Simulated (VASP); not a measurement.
# NbP under changes of volume

One of the cells (15.781 Å³/atom); the others are scaled copies at fixed shape and fractional positions:

```
CELL_PARAMETERS angstrom
-1.66368 1.66368 5.70158
1.66368 -1.66368 5.70158
1.66368 1.66368 -5.70158
ATOMIC_POSITIONS crystal
Nb 0.24988 0.74988 0.50000
Nb 0.49988 0.49988 0.00000
P 0.83275 0.33275 0.50000
P 0.08275 0.08275 0.00000
```

The cell is a database's computed one.

- Program: VASP 6.6.1
- Functional: PBE
- Potentials or basis: VASP PAW PBE potentials, release 64 (Nb_sv, P)
- Cutoff: 520 eV
- k mesh: 11 × 11 × 11
- Occupations: fermi-dirac, width 0.05 eV
- Spin: no spin polarisation

```tsv
volume (Å³/atom)	energy over the lowest point (meV/atom)	pressure (GPa)	largest force (eV/Å)
15.137	?	?	?
15.459	9.28	6.7	0.030
15.781	0.00	2.4	0.022
16.425	5.30	-4.9	0.008
16.747	18.30	-8.1	0.002
```

Problem. What does the run at 15.137 Å³/atom give?

Solution. Energy over the lowest point 27.73 meV/atom; pressure 11.5 GPa; largest force 0.038 eV/Å.

Worked out: A Birch-Murnaghan fit of order 2 (a polynomial in V^(-2/3)) to the other rows has its minimum at 15.99 Å³/atom with B0 = V·E''(V) = 190 GPa at fixed shape and positions, which overstates the stiffness. It gives 27.59 meV/atom at 15.137 Å³/atom, against the run's 27.73, and -dE/dV = 11.5 GPa, against 11.5.

Energies are extrapolated to zero smearing.
